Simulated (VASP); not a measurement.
# CdF2 (Fm-3m) in VASP: notebook

The runs below take CdF2 through single point, relaxation of cell and atoms, with PBE+D3(BJ).

Everything below comes from runs of VASP 6.6.1. Logs are shortened: lines on timing, memory, paths and dates and some standing lists are left out, and cuts for length are marked.

### Step 1. Starting point

It takes space group Fm-3m (No. 225, cubic). The conventional cell has a = 5.445 Å, b = 5.445 Å, c = 5.445 Å, α = 90.00°, β = 90.00°, γ = 90.00°. Cd (site symmetry m-3m) has 8 F at 2.36 Å as nearest neighbours. F (site symmetry -43m) has 4 Cd at 2.36 Å as nearest neighbours.

The cell is a database's computed one.

### Step 2. Single point, PBE+D3(BJ)

File INCAR:

```
SYSTEM = CdF2
ALGO = Fast
EDIFF = 1E-7
ENCUT = 520
GGA = PE
ISIF = 2
ISMEAR = 0
IVDW = 12
LASPH = .True.
LCHARG = .False.
LREAL = .False.
LWAVE = .False.
NBANDS = 20
NELM = 100
PREC = Accurate
SIGMA = 0.02
```

File KPOINTS:

```
k-points
0
Gamma
  8 8 8
  0 0 0
```

File POSCAR:

```
CdF2
1.0
    0.0000000000      2.7223753954      2.7223753954
    2.7223753954      0.0000000000      2.7223753954
    2.7223753954      2.7223753954      0.0000000000
Cd F
1 2
Direct
    0.0000000000      0.0000000000      0.0000000000
    0.2500000000      0.2500000000      0.2500000000
    0.7500000000      0.7500000000      0.7500000000
```

Potentials or basis: VASP PAW PBE potentials, release 64 (Cd, F).

Command:

```
> cat potpaw_PBE.64/Cd/POTCAR potpaw_PBE.64/F/POTCAR > POTCAR
> mpirun -np 1 vasp_std > vasp.out
```

OUTCAR:

```text
SYSTEM = CdF2
   EDIFF = 1E-7
   ENCUT = 520
   GGA = PE
   ISIF = 2
   ISMEAR = 0
   IVDW = 12
   LASPH = .True.
   LREAL = .False.
   NELM = 100
   PREC = Accurate
 IVDW          = 12

 ion  position               nearest neighbor table
   1  0.000  0.000  0.000-   3 2.36   3 2.36   3 2.36   2 2.36   2 2.36   2 2.36   3 2.36   2 2.36

   2  0.250  0.250  0.250-   1 2.36   1 2.36   1 2.36   1 2.36
   3  0.750  0.750  0.750-   1 2.36   1 2.36   1 2.36   1 2.36

  LATTYP: Found a face centered cubic cell.
 ALAT       =     5.4447507908

  Lattice vectors:

 A1 = (   0.0000000000,   2.7223753954,   2.7223753954)
 A2 = (   2.7223753954,   0.0000000000,   2.7223753954)
 A3 = (   2.7223753954,   2.7223753954,   0.0000000000)

Analysis of symmetry for initial positions (statically):
=====================================================================
 Subroutine PRICEL returns:
 Original cell was already a primitive cell.

 Routine SETGRP: Setting up the symmetry group for a
 face centered cubic supercell.

 Subroutine GETGRP returns: Found 48 space group operations
 (whereof 48 operations were pure point group operations)
 out of a pool of 48 trial point group operations.

The static configuration has the point symmetry O_h .

Analysis of symmetry for dynamics (positions and initial velocities):
=====================================================================
 Subroutine PRICEL returns:
 Original cell was already a primitive cell.

 Routine SETGRP: Setting up the symmetry group for a
 face centered cubic supercell.

 Subroutine GETGRP returns: Found 48 space group operations
 (whereof 48 operations were pure point group operations)
 out of a pool of 48 trial point group operations.

The dynamic configuration has the point symmetry O_h .

 Subroutine INISYM returns: Found 48 space group operations
 (whereof 48 operations are pure point group operations),
 and found     1 'primitive' translations

----------------------------------------------------------------------------------------

                                     Primitive cell

  volume of cell :      40.3528

  direct lattice vectors                    reciprocal lattice vectors
     0.000000000  2.722375395  2.722375395    -0.183663135  0.183663135  0.183663135
     2.722375395  0.000000000  2.722375395     0.183663135 -0.183663135  0.183663135
     2.722375395  2.722375395  0.000000000     0.183663135  0.183663135 -0.183663135

  length of vectors
     3.850020206  3.850020206  3.850020206     0.318113881  0.318113881  0.318113881

  position of ions in fractional coordinates (direct lattice)
     0.000000000  0.000000000  0.000000000
     0.250000000  0.250000000  0.250000000
     0.750000000  0.750000000  0.750000000

  ion indices of the primitive-cell ions
   primitive index   ion index
                 1           1
                 2           2
                 3           3

----------------------------------------------------------------------------------------

 KPOINTS: k-points

Automatic generation of k-mesh.
 Grid dimensions read from file:
 generate k-points for:    8    8    8

 Generating k-lattice:

  Cartesian coordinates                     Fractional coordinates (reciprocal lattice)
    -0.022957892  0.022957892  0.022957892     0.125000000  0.000000000  0.000000000
     0.022957892 -0.022957892  0.022957892     0.000000000  0.125000000  0.000000000
     0.022957892  0.022957892 -0.022957892     0.000000000  0.000000000  0.125000000

  Length of vectors
     0.039764235  0.039764235  0.039764235

  Shift w.r.t. Gamma in fractional coordinates (k-lattice)
     0.000000000  0.000000000  0.000000000

 Subroutine IBZKPT returns following result:
 ===========================================

 Found     29 irreducible k-points:

 Following reciprocal coordinates:
            Coordinates               Weight
  0.000000  0.000000  0.000000      1.000000
  0.125000  0.000000  0.000000      8.000000
  0.250000  0.000000  0.000000      8.000000
  0.375000  0.000000  0.000000      8.000000
  0.500000  0.000000  0.000000      4.000000
  0.125000  0.125000  0.000000      6.000000
[... 16 lines left out ...]
  0.500000  0.250000  0.125000     48.000000
 -0.375000  0.250000  0.125000     24.000000
 [... further k-points ...]
   k-points           NKPTS =     29   k-points in BZ     NKDIM =     29   number of bands    NBANDS=     20
   number of dos      NEDOS =    301   number of ions     NIONS =      3
   total plane-waves  NPLWV =  27000
   dimension x,y,z NGX =    30 NGY =   30 NGZ =   30
   dimension x,y,z NGXF=    60 NGYF=   60 NGZF=   60
   ions per type =               1   2
   NGX,Y,Z   is equivalent  to a cutoff of  12.95, 12.95, 12.95 a.u.
   NGXF,Y,Z  is equivalent  to a cutoff of  25.91, 25.91, 25.91 a.u.
 SYSTEM =  CdF2
   PREC   = accura    normal or accurate (medium, high low for compatibility)
   ISTART =      0    job   : 0-new  1-cont  2-samecut
   ICHARG =      2    charge: 1-file 2-atom 10-const
   ISPIN  =      1    spin polarized calculation?
   LNONCOLLINEAR =      F non collinear calculations
   LSORBIT =      F    spin-orbit coupling
   LASPH  =      T    aspherical Exc in radial PAW
   ENCUT  =  520.0 eV  38.22 Ry    6.18 a.u.   7.16  7.16  7.16*2*pi/ulx,y,z
   NELM   =    100;   NELMIN=  2; NELMDL= -5     # of ELM steps
   EDIFF  = 0.1E-06   stopping-criterion for ELM
   LREAL  =      F    real-space projection
   EDIFFG = 0.1E-05   stopping-criterion for IOM
   NSW    =      0    number of steps for IOM
   IBRION =     -1    ionic relax: 0-MD 1-quasi-New 2-CG
   NFREE  =      0    steps in history (QN), initial steepest desc. (CG)
   ISIF   =      2    stress and relaxation
   ISYM   =      2    0-nonsym 1-usesym 2-fastsym
   POTIM  = 0.5000    time-step for ionic-motion
   TEBEG  =    0.0;   TEEND  =   0.0 temperature during run
   PSTRESS=    0.0 pullay stress
   NELECT =      26.0000    total number of electrons
   NUPDOWN=      -1.0000    fix difference up-down
   EMIN   =  10.00;   EMAX   =-10.00  energy-range for DOS
   EFERMI =   0.00;   METHOD = LEGACY
   ISMEAR =     0;   SIGMA  =   0.02  broadening in eV -4-tet -1-fermi 0-gaus
   EFERMI_NEDOS =   21; number of points for ismear=-14 and -15
   IALGO  =     68    algorithm
   IMIX   =      4    mixing-type and parameters
     AMIX     =   0.40;   BMIX     =  1.00
     AMIX_MAG =   1.60;   BMIX_MAG =  1.00
  volume/ion in A,a.u.               =      13.45        90.77
  Fermi-wavevector in a.u.,A,eV,Ry     =   1.413974  2.672022 27.202415  1.999321
  Thomas-Fermi vector in A             =   2.535564
   LORBIT       =      0    0 simple, 1 ext, 2 COOP (PROOUT), +10 PAW based schemes
   GGA     = PE    functional components
   LHFCALC =     F    Hartree Fock is set to
   AEXX    =    0.0000 exact exchange contribution
   IVDW    =    12    specifies the selected vdW correction
   LEPSILON=     F    determine dielectric tensor
   LRPA    =     F    only Hartree local field effects (RPA)
 non-spin polarized calculation
 RMM-DIIS sequential band-by-band and
 Gauss-broadening in eV      SIGMA  =   0.02
  energy-cutoff  :      520.00
  volume of cell :       40.35
 maximum number of plane-waves:      1106
 NGX is ok and might be reduce to    30
   NGX = 15   NGY = 15   NGZ = 15

 number of electron      25.9999986 magnetization

 Free energy of the ion-electron system (eV)
  ---------------------------------------------------
  ext. energy  EPLUGINS =         0.00000000
  ---------------------------------------------------
  free energy    TOTEN  =       -10.89569456 eV

  energy without entropy =      -10.89569456  energy(sigma->0) =      -10.89569456

 E-fermi :  -1.4306     XC(G=0): -10.2422

 val. band max:       -1.5429742685   @ k =  -0.2500   0.5000   0.2500
 cond. band min:       1.4139614427   @ k =   0.0000   0.0000   0.0000
 fundamental gap:      2.9569357112
 Fermi energy:        -1.4305853799

 k-point     1 :       0.0000    0.0000    0.0000
  band No.  band energies     occupation
      1     -22.1778      2.00000
      2     -21.1584      2.00000
      3      -7.0700      2.00000
      4      -7.0700      2.00000
      5      -7.0700      2.00000
      6      -5.9953      2.00000
[... 12 lines left out ...]
     19      18.1270      0.00000
     20      18.1270      0.00000

 k-point     2 :       0.1250    0.0000    0.0000
  band No.  band energies     occupation
      1     -22.1325      2.00000
      2     -21.1986      2.00000
      3      -7.0159      2.00000
      4      -7.0159      2.00000
      5      -6.9175      2.00000
      6      -6.0102      2.00000
[... 12 lines left out ...]
     19      17.7202      0.00000
     20      17.7202      0.00000

 k-point     3 :       0.2500    0.0000    0.0000
  band No.  band energies     occupation
      1     -22.0082      2.00000
      2     -21.3089      2.00000
      3      -6.8921      2.00000
      4      -6.8921      2.00000
      5      -6.5110      2.00000
      6      -6.0212      2.00000
[... 12 lines left out ...]
     19      17.0524      0.00000
     20      17.7042      0.00000

 k-point     4 :       0.3750    0.0000    0.0000
  band No.  band energies     occupation
      1     -21.8369      2.00000
      2     -21.4636      2.00000
      3      -6.7923      2.00000
      4      -6.7923      2.00000
      5      -6.0135      2.00000
      6      -5.9748      2.00000
[... 429 lines left out ...]
 k-point    23 :       0.5000    0.2500    0.1250
  band No.  band energies     occupation
      1     -21.7835      2.00000
      2     -21.4975      2.00000
      3      -6.6721      2.00000
      4      -6.5922      2.00000
      5      -6.1848      2.00000
      6      -5.9817      2.00000
[... 12 lines left out ...]
     19      17.1519      0.00000
     20      20.0375      0.00000

 k-point    24 :      -0.3750    0.2500    0.1250
  band No.  band energies     occupation
      1     -21.6530      2.00000
      2     -21.6200      2.00000
      3      -6.6448      2.00000
      4      -6.5573      2.00000
      5      -6.0311      2.00000
      6      -6.0177      2.00000
[... 12 lines left out ...]
     19      16.9441      0.00000
     20      20.4900      0.00000

 [... further k-points ...]

------------------------ aborting loop because EDIFF is reached ----------------------------------------

 Edisp (eV)   -0.48653

 E8    (eV) :    -0.1841

  FORCE on cell =-STRESS in cart. coord.  units (eV):
  Direction    XX          YY          ZZ          XY          YZ          ZX
  --------------------------------------------------------------------------------------
  -------------------------------------------------------------------------------------
  Total       0.15861     0.15861     0.15861     0.00000    -0.00000    -0.00000
  in kB       6.29729     6.29729     6.29729     0.00000    -0.00000    -0.00000
  external pressure =        6.30 kB  Pullay stress =        0.00 kB

 VOLUME and BASIS-vectors are now :
 -----------------------------------------------------------------------------
  energy-cutoff  :      520.00
  volume of cell :       40.35
      direct lattice vectors                 reciprocal lattice vectors
     0.000000000  2.722375395  2.722375395    -0.183663135  0.183663135  0.183663135
     2.722375395  0.000000000  2.722375395     0.183663135 -0.183663135  0.183663135
     2.722375395  2.722375395  0.000000000     0.183663135  0.183663135 -0.183663135

 POSITION                                       TOTAL-FORCE (eV/Angst)
 -----------------------------------------------------------------------------------
      0.00000      0.00000      0.00000         0.000000     -0.000000      0.000000
      1.36119      1.36119      1.36119        -0.000000     -0.000000     -0.000000
      4.08356      4.08356      4.08356         0.000000      0.000000      0.000000
 -----------------------------------------------------------------------------------
    total drift:                                0.000000     -0.000000      0.000000

  FREE ENERGIE OF THE ION-ELECTRON SYSTEM (eV)
  ---------------------------------------------------
  free  energy   TOTEN  =       -11.3822286000 eV

  energy  without entropy=      -11.3822286000  energy(sigma->0) =      -11.38222860
```

Run time: 35 s. Hardware: 1 thread of AMD EPYC 7R43 (Zen 3), shared host; peak memory 0.14 GiB.

What came out:

- Free energy: -11.3822 eV
- Pressure: 0.6 GPa
- Band gap on the k mesh: 2.96 eV, indirect (least direct gap 3.49 eV)
- Dispersion energy per atom: -0.162 eV

### Step 3. Relaxation of cell and atoms, PBE+D3(BJ)

This run uses another cell than the first one, of 13.13 Å³/atom, 0.976 times its volume.

File INCAR:

```
PREC = Accurate ; ENCUT = 600
EDIFF = 1E-6 ; ISMEAR = 0
SIGMA = 0.02 ; LREAL = F
LASPH = T ; NELM = 80
ALGO = Normal ; ISIF = 3
LWAVE = F ; LCHARG = F
GGA = PE ; IVDW = 12
IBRION = 2 ; NSW = 100
EDIFFG = -0.01
```

File KPOINTS:

```
Automatic mesh
0
Gamma
  8 8 8
```

File POSCAR:

```
CdF2
1.0
    0.0000000000      2.7005188500      2.7005188500
    2.7005188500      0.0000000000      2.7005188500
    2.7005188500      2.7005188500      0.0000000000
Cd F
1 2
Direct
    0.0000000000      0.0000000000      0.0000000000
    0.2500000000      0.2500000000      0.2500000000
    0.7500000000      0.7500000000      0.7500000000
```

Potentials or basis: VASP PAW PBE potentials, release 64 (Cd, F).

Command:

```
> cat potpaw_PBE.64/Cd/POTCAR potpaw_PBE.64/F/POTCAR > POTCAR
> mpirun -np 1 vasp_std > vasp.out
```

Run time: 62 s. Hardware: 1 thread of AMD EPYC 7R43 (Zen 3), shared host; peak memory 0.16 GiB.

The run converged. Its results:

```
Free energy                            : -11.3831 eV
Relaxed volume                         : 13.52 Å³/atom
Relaxed cell                           : a = 3.856 Å, b = 3.856 Å, c = 3.856 Å, α = 60.00°, β = 60.00°, γ = 60.00°
Space group after relaxing (to 0.05 Å) : Fm-3m (No. 225)
Energy gained by relaxing              : 3.6 meV/atom
Ionic steps                            : 3
Pressure after relaxing                : 0.0 GPa
Band gap on the k mesh                 : 2.94 eV, indirect (least direct gap 3.48 eV)
Dispersion energy per atom             : -0.161 eV
```

Step by step:
| step | energy change (eV) | largest force (eV/Å) | pressure (GPa) | volume (Å³) |
| --- | --- | --- | --- | --- |
| 1 | 0.0000 | 0.0000 | 3.10 | 39.39 |
| 2 | -0.0101 | 0.0000 | -0.71 | 40.85 |
| 3 | -0.0108 | 0.0000 | 0.02 | 40.55 |

Final structure:
```
Cd F
1.0
     0.00000    2.72673    2.72673
     2.72673    0.00000    2.72673
     2.72673    2.72673    0.00000
Cd F
1 2
Direct
  0.00000 0.00000 0.00000
  0.25000 0.25000 0.25000
  0.75000 0.75000 0.75000
```

Levels at points of the mesh, in eV from the valence-band top:
```
           k point  band 11  band 12  band 13  band 14  band 15  band 16
(0.00, 0.00, 0.00)    -0.54    -0.54    -0.54     2.94    12.53    12.53
(0.50, 0.00, 0.00)    -1.71    -0.42    -0.42     6.90     9.04    14.18
(0.50, 0.50, 0.00)    -0.43    -0.08    -0.08     7.71     9.46    11.85
```

A k mesh can miss the band edges.

### Step 4. Single point, PBE+D3(BJ)

This run uses another cell than the first one, of 13.13 Å³/atom, 0.976 times its volume.

File INCAR:

```
PREC = Accurate
ENCUT = 520
EDIFF = 1E-7
ISMEAR = 0
SIGMA = 0.1
LREAL = False
LASPH = True
NELM = 60
ALGO = Fast
ISIF = 2
LWAVE = False
LCHARG = False
GGA = PE
IVDW = 12
NBANDS = 20
```

File KPOINTS:

```
Automatic mesh
0
Gamma
  6 6 6
```

POSCAR is that of step 3.

Command:

```
> cat potpaw_PBE.64/Cd/POTCAR potpaw_PBE.64/F/POTCAR > POTCAR
> mpirun -np 1 vasp_std > vasp.out
```

Run time: 17 s. Hardware: 1 thread of AMD EPYC 7R43 (Zen 3), shared host; peak memory 0.12 GiB.

It converged, with:

```
Free energy                : -11.3687 eV
Pressure                   : 3.3 GPa
Band gap on the k mesh     : 3.06 eV, indirect (least direct gap 3.55 eV)
Dispersion energy per atom : -0.166 eV
```

Levels at points of the mesh, in eV from the valence-band top:
```csv
k point,band 10,band 11,band 12,band 13,band 14,band 15,band 16,band 17
"(0.00, 0.00, 0.00)",-0.93,-0.49,-0.49,-0.49,3.06,12.69,12.69,12.69
"(0.50, 0.00, 0.00)",-1.79,-1.79,-0.38,-0.38,7.14,9.16,14.45,14.45
"(0.50, 0.50, 0.00)",-2.90,-0.46,-0.07,-0.07,7.96,9.63,11.93,14.24
```

A k mesh can miss the band edges.

### Step 5. Overview

```tsv
task	cell	k mesh	cutoff (eV)	smearing	gap on the mesh (eV)	pressure (GPa)
single point	Fm-3m, 13.45 Å³/atom	8 × 8 × 8	520	gaussian 0.02 eV	2.96	0.6
relaxation of cell and atoms	relaxed	8 × 8 × 8	600	gaussian 0.02 eV	2.94	0.0
single point	Fm-3m, 13.13 Å³/atom	6 × 6 × 6	520	gaussian 0.1 eV	3.06	3.3
```

Alike in all rows: level PBE+D3(BJ); potentials or basis VASP PAW PBE potentials, release 64 (Cd, F); no spin polarisation.

Absolute energies hang on the potentials; compare differences alone.
